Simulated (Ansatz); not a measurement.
Moving the choice of potentials or basis in WC

The structure is hexagonal, space group P-6m2 (No. 187). The conventional cell has a = 2.907 Å, b = 2.907 Å, c = 2.837 Å, α = 90.00°, β = 90.00°, γ = 120.00°. Around W (site symmetry -6m2) lie 6 C at 2.20 Å. C (site symmetry -6m2) has 6 W at 2.20 Å as nearest neighbours.

Kept alike: task equation of state; functional PBEsol; k mesh 10 × 10 × 9; occupations fermi-dirac, width 0.05 eV; no spin polarisation. Program: Ansatz. Cutoffs run from 420 to 1290 eV. The mesh is that of the run's cell of 2 atoms. No spin-orbit coupling.

| choice of potentials or basis | volume (Å³/atom) | bulk modulus (GPa) |
| --- | --- | --- |
| Ansatz PAW | 10.287 | 411.6 |
| Ansatz PAW (files of its older set among them) | 10.291 | 409.7 |
| JTH PAW | 10.319 | 411.5 |
| PseudoDojo standard | 10.299 | 410.7 |
| PseudoDojo stringent | 10.299 | 410.7 |

Volume and modulus come from cells scaled at fixed shape and fractions; off cubic symmetry such a modulus can lie above the relaxed one.

Q: What does the choice of potentials or basis change here?

A: The volume runs from 10.287 (Ansatz PAW) to 10.319 Å³/atom (JTH PAW). The bulk modulus runs from 409.7 (Ansatz PAW (files of its older set among them)) to 411.6 GPa (Ansatz PAW).
